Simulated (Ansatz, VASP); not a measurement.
**GaP in VASP and in Ansatz**

```
Ga P
1.0
     0.00000    2.77286    2.77286
     2.77286    0.00000    2.77286
     2.77286    2.77286    0.00000
Ga P
1 1
Direct
  0.00000 0.00000 0.00000
  0.25000 0.25000 0.25000
```

Alike in both runs: task single point; functional r2SCAN; k mesh 6 × 6 × 6; no spin polarisation.

```csv
,VASP,Ansatz
version,VASP 6.6.1,Ansatz 0.2.0
potentials or method,"VASP PAW PBE potentials, release 64 (Ga_d, P)","plane waves, PAW"
plane-wave cutoff (eV),520,600
occupations,"gaussian, width 0.01 eV",fixed
valence electrons in the cell,18,18
```

```csv
,VASP,Ansatz,Ansatz less VASP
pressure (GPa),-4.1,-4.0,+0.07
```

Ansatz warned: «stress_scf_threshold_loose».

Caveats: the PAW data sets were made with another functional, which shifts forces and pressure a little (VASP). r2SCAN opens gaps a little over a GGA but as a rule still falls short of measured ones. A k mesh can miss the band edges.
